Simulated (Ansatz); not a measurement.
## PtSe2 (Sudovikovite): single point with PBE

Crystal: PtSe2 (Sudovikovite).

```
Pt Se
1.0
     3.72400    0.00000    0.00000
    -1.86200    3.22508    0.00000
     0.00000    0.00000    5.06200
Pt Se
1 2
Cartesian
  0.0000 0.0000 0.0000
  1.8620 1.0750 3.7965
  0.0000 2.1501 1.2655
```

| Item | Value |
| --- | --- |
| Program | Ansatz 0.2.0 |
| Task | single point |
| Functional | PBE |
| Potentials or basis | Ansatz PAW |
| Cutoff | 420 eV (not typed: the program's choice for these potentials) |
| k mesh | 8 × 8 × 5 |
| Occupations | gaussian, width 0.017 eV |
| Spin | no spin polarisation |

```json
{
 "Pressure": "7.3 GPa",
 "Largest force": "0.570 eV/Å",
 "Band gap on the k mesh": "none (metal or under the smearing width)"
}
```

Forces on the atoms (eV/Å):
```
Pt   0.000  0.000  0.000
Se   0.000  0.000 -0.570
Se   0.000  0.000  0.570
```

Stress tensor (GPa, compression positive):
```
7.90 0.00 0.00
0.00 7.90 0.00
0.00 0.00 6.17
```

Levels at points of the mesh, in eV from the Fermi level:
| k point | band 23 | band 24 | band 25 | band 26 | band 27 | band 28 |
| --- | --- | --- | --- | --- | --- | --- |
| (0.00, 0.00, 0.00) | -1.18 | -1.18 | 0.30 | 1.36 | 1.36 | 3.51 |
| (0.00, -0.50, 0.00) | -3.64 | -3.55 | -3.09 | 0.57 | 2.25 | 4.69 |

It took 11 s on 2 threads of Intel(R) Xeon(R) Processor @ 2.50GHz (Skylake/Cascade Lake), with other jobs on the host, peak memory 0.39 GiB.

The run has no spin-orbit coupling, so splittings on Pt are missing.
